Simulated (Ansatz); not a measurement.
**Field gradients at the nuclei in SiMo₃ under strain**

The cell is a COD entry, relaxed with PBE at fixed cell and then changed (z stretched by 3 %, ions relaxed).

```
Si Mo
1.0
     4.89300    0.00000    0.00000
     0.00000    4.89300    0.00000
     0.00000    0.00000    5.03979
Si Mo
2 6
Direct
  0.00000 0.00000 0.00000
  0.50000 0.50000 0.50000
  0.25029 0.00000 0.50000
  0.50000 0.75029 0.00000
  0.74971 0.00000 0.50000
  0.50000 0.24971 0.00000
  0.00000 0.50000 0.75000
  0.00000 0.50000 0.25000
```

Atom numbers follow the list; atoms alike are taken as one site, whose name carries the number of the first.

All values are calculated (Ansatz; DFT, PBE, plane waves and PAW, scalar-relativistic, 420 eV cutoff, Γ-centred 10×10×10 k-points, Fermi–Dirac smearing 0.05 eV), not measured.

V_zz is the principal component of the electric field gradient with the largest magnitude, η = (V_xx − V_yy)/V_zz and C_Q = eQV_zz/h.

95Mo: I = 5/2, Q = -22.00 mb. Quadrupole moments are those of Pyykkö's year-2017 table.

**Question.** What field gradients does the calculation give at each kind of site?

**Answer.** 

```
site  atoms (order as listed)                                first shell  V_zz (10²¹ V/m²)     η  C_Q (MHz)
  Si                     1, 2                       12 Mo at 2.73–2.80 Å              0.84  0.02          –
 Mo3               3, 4, 5, 6  10 Mo at 2.44–3.06 Å, 4 Si at 2.73–2.80 Å              3.23  0.77      -1.72
 Mo7                     7, 8       10 Mo at 2.52–3.01 Å, 4 Si at 2.75 Å              2.08  0.00      -1.11
```

An axis of threefold or higher order runs through Mo7, so V_zz lies along it and η is zero.

Si has no stable isotope with a ground-state quadrupole moment in the table, so no C_Q is given.

The run finds no gap above 0.1 eV (a metal, or nearly one), so the gradients can move by 10 % or more with the k-mesh. Without spin–orbit coupling (the program notes it for Mo) the gradients can shift somewhat, as the gap is small.
